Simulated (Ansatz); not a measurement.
# PbS (R3m) in Ansatz: reference runs

Reference runs on PbS: the cell as given and a disturbed copy.

Everything below comes from runs of Ansatz 0.2.0. Logs are shortened: lines on timing, memory, paths and dates and some standing lists are left out, and cuts for length are marked.

**1. The crystal as given**

It takes space group R3m (No. 160, trigonal). The conventional cell has a = 4.225 Å, b = 4.225 Å, c = 10.356 Å, α = 90.00°, β = 90.00°, γ = 120.00°. Around Pb (site symmetry 3m) lie 6 S at 2.96 to 3.02 Å. S (site symmetry 3m) is surrounded by 6 Pb at 2.96 to 3.02 Å.

The cell is a database's computed one.

**2. Single point, PBE**

Input file input.yaml:

```yaml
crystal:
  lattice:
    - [2.1126617058, 1.2197458045, 3.4519162518]
    - [-2.1126617058, 1.2197458045, 3.4519162518]
    - [0.0, -2.4394916091, 3.4519162518]
  atoms:
    - { symbol: Pb, position: [0.98056578, 0.98056578, 0.98056578] }
    - { symbol: S, position: [0.47503555, 0.47503555, 0.47503555] }
hamiltonian:
  xc: pbe
  pseudopotentials: { kind: paw }
kpoints:
  mp_grid: { grid: [8, 8, 8] }
scf:
  occupations: { method: fermi_dirac, width: 0.05 }
output:
  forces: true
  stress: true
  eigenvalues: true
```

Potentials or basis: Ansatz PAW.

Launch:

```sh
ansatz run input.yaml --threads 2 --pin off --max-ram 5120MiB --backend cpu --events-out ev --progress --plain --runs-dir out
```

What it wrote:

```text
Warning: RAYON_NUM_THREADS=2 ignored (pool sized by the plan → 2); use --threads N
Engine: ansatz 0.2.0, x86_64-unknown-linux-gnu
Pseudopotentials: kind: paw
Pseudopotential: Pb, paw, valence charge 14, recommended cutoff 420 eV (normal), Pb.paw.azcp
Pseudopotential: S, paw, valence charge 6, recommended cutoff 420 eV (normal), S.paw.azcp
Functional definition: PBE
  parameter kappa = 0.804
  parameter beta = 0.06672455060314922
  exchange = pbe_x(kappa = kappa, mu = beta*pi^2/3)
  correlation = pbe_c(beta = beta)
Crystal: 2 atoms, lattice volume = 53.372 Å³
Basis set: ecut = 420 eV, 1037 PW (Γ), exchange–correlation on 60×60×60 points (8 copies of the dense FFT grid, shifted against one another)
Bands: 14, of which v1, the nominal top of the filled ones, is band 10 counted from 1 (9 counted from 0)
Symmetry: 6 space group operations
Space group: R3m (ITA 160), of the structure as read, at distance tolerance 3.8e-5 Å
k-points: 65 of 512 (time reversal used)
Non-local potential: Pb, projectors of the file, l = 0: 2, l = 1: 2, l = 2: 2, l = 3: 2
Non-local potential: S, projectors of the file, l = 0: 2, l = 1: 2, l = 2: 2
PAW form: soft (Blöchl's): semilocal exchange-correlation on the pseudo side does not see the compensation charge
PAW one-centre angular grid: Pb, 590 points (default); XC on 64 Gauss nodes
PAW one-centre angular grid: S, 110 points (default); XC on 64 Gauss nodes
Initial density: superposition of atomic densities (neutral atoms: chi_scale 0, normalization atom), corrected by the library's trained network
Initial wavefunctions: pseudopotential atomic-orbital guess
Functional: x = pbe(κ = 0.804, μ = 0.2195149727645171), c = pbe(β = 0.06672455060314922)
SCF iter   1: F=—  HF=-12809.569896 eV  |F-HF|=—  |Δ(HF+E_count)|=         —  Δρ=9.37e-4  dr2=7.37e-4  ethr=1.77e-3  ⟨swp⟩=6.3  Hψ=5422  notcnv=0
preconditioner: auto → none  [insulator: Δε(μ)=0.460 eV  Ē_g=15.391 eV  σ=0.050 eV  W_gap=0.98  n_scr=14 (ndim 8)  ℏωp=22.7 eV  f_vac=0.001  D(μ)=0.01/eV (n_scr^D=0)  ε∞_Penn≈3.2]
SCF iter   2: F=—  HF=-12809.568728 eV  |F-HF|=—  |Δ(HF+E_count)|=   1.17e-3  Δρ=4.90e-4  dr2=1.45e-4  ethr=3.68e-6  ⟨swp⟩=2.1  Hψ=2091  notcnv=0
SCF iter   3: F=—  HF=-12809.568728 eV  |F-HF|=—  |Δ(HF+E_count)|=   1.79e-7  Δρ=1.72e-4  dr2=1.74e-5  ethr=7.25e-7  ⟨swp⟩=2.0  Hψ=1442  notcnv=0
SCF iter   4: F=—  HF=-12809.568736 eV  |F-HF|=—  |Δ(HF+E_count)|=   8.65e-6  Δρ=4.75e-5  dr2=1.12e-6  ethr=8.68e-8  ⟨swp⟩=2.0  Hψ=1172  notcnv=0
iter 5 did not close the SCF: its close was put off for the readings that it lacked (scf_convergence_deferred on its scf_iter line)
SCF iter   5: F=-12809.568736 eV  HF=-12809.568737 eV  |F-HF|=6.06e-8  |Δ(HF+E_count)|=   4.68e-8  Δρ=1.17e-5  dr2=9.54e-8  ethr=5.60e-9  ⟨swp⟩=2.0  Hψ=1556  notcnv=0
SCF iter   6: F=-12809.568736 eV  HF=-12809.568736 eV  |F-HF|=2.43e-9  |Δ(HF+E_count)|=   1.99e-8  Δρ=3.03e-6  dr2=2.74e-9  ethr=4.77e-10  ⟨swp⟩=3.5  Hψ=4066  notcnv=0
SCF 1 converged in 6 iterations: F = -12809.568736 eV  dr2 = 2.74e-9
SCF converged after 6 iterations
Free energy (F): -12809.568736 eV
Harris-Foulkes:  -12809.568736 eV  (|F-HF|=2.43e-9)
Internal energy: -12809.568654 eV  (E = F + TS)
E sigma→0 (E₀):  -12809.568695 eV
Entropy (-TS):   -0.000083 eV (-0.041 meV/atom)
Fermi energy:    8.297181 eV
--- Per-component energies (eV) ---
  E_band       = -60.849402
  E_kinetic    = 393.070422
  E_local      = -1238.491626  (includes V_loc(G=0)·N_el)
  E_nonlocal   = 378.491076
  E_hartree    = 480.794693
  E_xc         = -318.332184
  E_vxc        = -220.215182  (∫ρ·V_xc dr)
  E_paw        = -11003.329855  (= ΣΔE_a)
  E_vpaw       = -335.291883  (= ΣTr[D̂ρ^β])
  E_aug_tail   = 0.000049  (compensation charges beyond the density's cutoff)
  E_ewald      = -1501.771229
  E_smearing   = -0.000083  (= −TS)
  E_closure    = 0.000000  (closes the sum)
  Σ components = -12809.568736   (vs F -12809.568736, Δ=0.00e0)
--- Forces (eV/Å), atoms counted from 1 ---
  atom   1  Pb    -0.00000000     0.00000000    -0.01857733
  atom   2  S      0.00000000    -0.00000000     0.01858085
  max |Σ_I F_I| component: 3.52e-6 eV/Å
--- Stress (GPa, compression-positive) ---
        0.915432       0.000000      -0.000000
        0.000000       0.915432      -0.000000
        0.000000      -0.000000       0.930372
  P = ⅓ Tr σ = 0.9204 GPa (9.204 kbar)
--- Band table (eV; the first three rows and the last of 65) ---
  k-point 0: bands = ["-8.6983", "-8.6979", "-8.6979", "-8.6820", "-8.6820", "-5.3040", "2.0303", "6.0298", "6.0298", "6.0338", "13.2090", "13.2348", "13.2348", "14.8641"]
  k-point 1: bands = ["-8.6973", "-8.6954", "-8.6951", "-8.6828", "-8.6827", "-5.1756", "1.6116", "6.0689", "6.0719", "6.3410", "12.0469", "12.4955", "12.4973", "14.7940"]
  k-point 2: bands = ["-8.7005", "-8.7000", "-8.6958", "-8.6730", "-8.6728", "-4.8203", "0.6986", "6.1799", "6.1831", "6.9617", "10.4571", "11.3275", "11.3294", "14.9728"]
  k-point 64: bands = ["-8.7128", "-8.7128", "-8.6949", "-8.6529", "-8.6529", "-4.1248", "-0.6059", "6.4014", "6.4014", "8.0384", "8.5559", "10.1090", "10.1090", "16.7148"]
```

Run time: 5.8 s. Hardware: 2 threads of Intel Xeon at 2.70GHz, shared host; peak memory 0.39 GiB.

What came out:

- Free energy: -12809.5687 eV
- Pressure: 0.9 GPa
- Largest force: 0.019 eV/Å
- Band gap on the k mesh: 0.45 eV, direct

Forces in eV/Å, atoms in the order of the input:
```
Pb   0.000  0.000 -0.019
S    0.000  0.000  0.019
```

Caveat: spin-orbit coupling is left out, which as a rule narrows the gap of such compounds by several tenths of an eV.

**3. Single point, PBE (atoms moved at random, drawn with an rms of 0.05 Å)**

input.yaml, as its differences from that of step 2:

```diff
@@ -6,4 +6,4 @@
   atoms:
-    - { symbol: Pb, position: [0.98056578, 0.98056578, 0.98056578] }
-    - { symbol: S, position: [0.47503555, 0.47503555, 0.47503555] }
+    - { symbol: Pb, position: [0.988918, 0.976741, 0.984238] }
+    - { symbol: S, position: [0.490373, 0.476362, 0.468687] }
 hamiltonian:
@@ -19 +19,5 @@
   eigenvalues: true
+  write_density: true
+  write_potential: true
+  elf: true
+  volumetric_format: npy
```

Potentials or basis: Ansatz PAW.

Launch:

```sh
ansatz run input.yaml --threads 2 --pin off --max-ram 5120MiB --backend cpu --events-out ev --progress --plain --runs-dir out
```

What it wrote:

```text
Warning: RAYON_NUM_THREADS=2 ignored (pool sized by the plan → 2); use --threads N
[... 9 set-up lines as earlier in the session ...]
Crystal: 2 atoms, lattice volume = 53.372 Å³
Basis set: ecut = 420 eV, 1037 PW (Γ), exchange–correlation on 60×60×60 points (8 copies of the dense FFT grid, shifted against one another)
Bands: 14, of which v1, the nominal top of the filled ones, is band 10 counted from 1 (9 counted from 0)
Symmetry: 1 space group operations
Space group: P1 (ITA 1), of the structure as read, at distance tolerance 3.8e-5 Å
k-points: 260 of 512 (time reversal used)
[... 8 set-up lines as earlier in the session ...]
SCF iter   1: F=—  HF=-12809.569814 eV  |F-HF|=—  |Δ(HF+E_count)|=         —  Δρ=9.49e-4  dr2=7.58e-4  ethr=1.77e-3  ⟨swp⟩=6.4  Hψ=21908  notcnv=0
preconditioner: auto → none  [insulator: Δε(μ)=0.454 eV  Ē_g=15.391 eV  σ=0.050 eV  W_gap=0.98  n_scr=14 (ndim 8)  ℏωp=22.7 eV  f_vac=0.001  D(μ)=0.01/eV (n_scr^D=0)  ε∞_Penn≈3.2]
SCF iter   2: F=—  HF=-12809.568597 eV  |F-HF|=—  |Δ(HF+E_count)|=   1.22e-3  Δρ=4.92e-4  dr2=1.42e-4  ethr=3.79e-6  ⟨swp⟩=2.2  Hψ=8371  notcnv=0
SCF iter   3: F=—  HF=-12809.568596 eV  |F-HF|=—  |Δ(HF+E_count)|=   1.10e-6  Δρ=1.77e-4  dr2=1.81e-5  ethr=7.10e-7  ⟨swp⟩=2.0  Hψ=5706  notcnv=0
SCF iter   4: F=—  HF=-12809.568604 eV  |F-HF|=—  |Δ(HF+E_count)|=   7.71e-6  Δρ=4.75e-5  dr2=1.16e-6  ethr=9.05e-8  ⟨swp⟩=2.0  Hψ=4683  notcnv=0
SCF iter   5: F=—  HF=-12809.568604 eV  |F-HF|=—  |Δ(HF+E_count)|=   7.27e-8  Δρ=1.26e-5  dr2=1.12e-7  ethr=5.78e-9  ⟨swp⟩=2.0  Hψ=6232  notcnv=0
SCF iter   6: F=-12809.568604 eV  HF=-12809.568604 eV  |F-HF|=5.84e-10  |Δ(HF+E_count)|=   2.51e-8  Δρ=3.38e-6  dr2=4.33e-9  ethr=5.00e-10  ⟨swp⟩=8.9  Hψ=24316  notcnv=0
SCF 1 converged in 6 iterations: F = -12809.568604 eV  dr2 = 4.33e-9
SCF converged after 6 iterations
Free energy (F): -12809.568604 eV
Harris-Foulkes:  -12809.568604 eV  (|F-HF|=5.84e-10)
Internal energy: -12809.568525 eV  (E = F + TS)
E sigma→0 (E₀):  -12809.568565 eV
Entropy (-TS):   -0.000078 eV (-0.039 meV/atom)
Fermi energy:    8.297657 eV
--- Per-component energies (eV) ---
  E_band       = -60.849900
  E_kinetic    = 393.077054
  E_local      = -1238.570427  (includes V_loc(G=0)·N_el)
  E_nonlocal   = 378.491812
  E_hartree    = 480.833662
  E_xc         = -318.333276
  E_vxc        = -220.216820  (∫ρ·V_xc dr)
  E_paw        = -11003.332776  (= ΣΔE_a)
  E_vpaw       = -335.296737  (= ΣTr[D̂ρ^β])
  E_aug_tail   = 0.000049  (compensation charges beyond the density's cutoff)
  E_ewald      = -1501.734623
  E_smearing   = -0.000078  (= −TS)
  E_closure    = -0.000000  (closes the sum)
  Σ components = -12809.568604   (vs F -12809.568604, Δ=0.00e0)
--- Forces (eV/Å), atoms counted from 1 ---
  atom   1  Pb     0.00135147     0.01335807    -0.01680305
  atom   2  S     -0.00135185    -0.01336132     0.01680709
  max |Σ_I F_I| component: 4.04e-6 eV/Å
--- Stress (GPa, compression-positive) ---
        0.940671       0.005402      -0.007407
        0.005402       0.923189      -0.046645
       -0.007407      -0.046645       0.929066
  P = ⅓ Tr σ = 0.9310 GPa (9.310 kbar)
--- Band table (eV; the first three rows and the last of 260) ---
  k-point 0: bands = ["-8.6980", "-8.6976", "-8.6973", "-8.6817", "-8.6816", "-5.3050", "2.0309", "6.0257", "6.0309", "6.0358", "13.2090", "13.2134", "13.2449", "14.8550"]
  k-point 1: bands = ["-8.6972", "-8.6947", "-8.6947", "-8.6824", "-8.6824", "-5.1770", "1.6136", "6.0650", "6.0706", "6.3442", "12.0435", "12.4861", "12.4999", "14.8070"]
  k-point 2: bands = ["-8.6999", "-8.6996", "-8.6957", "-8.6725", "-8.6724", "-4.8226", "0.7032", "6.1764", "6.1831", "6.9611", "10.4559", "11.3192", "11.3306", "14.9759"]
  k-point 259: bands = ["-8.7128", "-8.7125", "-8.6944", "-8.6525", "-8.6524", "-4.1239", "-0.6094", "6.3932", "6.4039", "8.0473", "8.5499", "10.1085", "10.1198", "16.7148"]
```

rho_z.tsv:

```text
# z_ang	rho[e/angstrom^3]
# format = ansatz-planar-average/11
# lattice	2.112661706	1.219745805	3.451916252
# lattice	-2.112661706	1.219745805	3.451916252
# lattice	0.000000000	-2.439491609	3.451916252
# sites	2
# site	82	0.025725882	-0.003436024	10.182797395
# site	16	0.029600503	0.035812957	4.954956530
0.000000	7.383127e-1
0.140897	6.917243e-1
0.281795	6.098001e-1
0.422692	5.127297e-1
0.563589	4.189986e-1
0.704487	3.419383e-1
[... 22 lines left out ...]
3.945124	6.845045e-1
4.086022	7.357915e-1
```

Run time: 19 s. Hardware: 2 threads of Intel Xeon at 2.70GHz, shared host; peak memory 0.53 GiB.

Results:

| Quantity | Value |
| --- | --- |
| Free energy | -12809.5686 eV |
| Pressure | 0.9 GPa |
| Largest force | 0.022 eV/Å |
| Band gap on the k mesh | 0.45 eV, direct |

Forces on the atoms (eV/Å):
```
Pb   0.001  0.013 -0.017
S   -0.001 -0.013  0.017
```

Caveat: spin-orbit coupling is left out, which as a rule narrows the gap of such compounds by several tenths of an eV. A k mesh can miss the band edges.
